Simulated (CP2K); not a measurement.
The system is Hf.

```
Hf
1.0
     3.19670    0.00000    0.00000
    -1.59835    2.76842    0.00000
     0.00000    0.00000    5.05780
Hf
2
Direct
  0.66667 0.33333 0.75000
  0.33333 0.66667 0.25000
```

Base run:

| Quantity | Value |
| --- | --- |
| Program | CP2K 2026.2 |
| Functional | BLYP |
| Potentials or basis | GTH_POTENTIALS Hf GTH-PBE-q12; TZVP-MOLOPT-PBE-GTH basis |
| Density cutoff | 6123 eV |
| k mesh | 10 × 10 × 5 |
| Occupations | fermi-dirac, width 0.05 eV |
| Spin | no spin polarisation |

Its results: band gap on the k mesh none (metal or under the smearing width); pressure 3.5 GPa.

Task: The run is repeated on the same cell with these changes: dispersion from none to D3(BJ)+ATM. What comes out?

Result: Band gap on the k mesh none (metal or under the smearing width); pressure -4.7 GPa.

Dispersion adds attraction, which lowers the pressure at fixed volume and, as a term added to the energy, leaves the levels alone.

Caveats: the potentials were made for another functional, which shifts forces and pressure; the basis of atomic orbitals isn't converged, which shifts pressures, moduli and gaps; pairwise dispersion overbinds metals, which lowers pressure and volume (some runs).
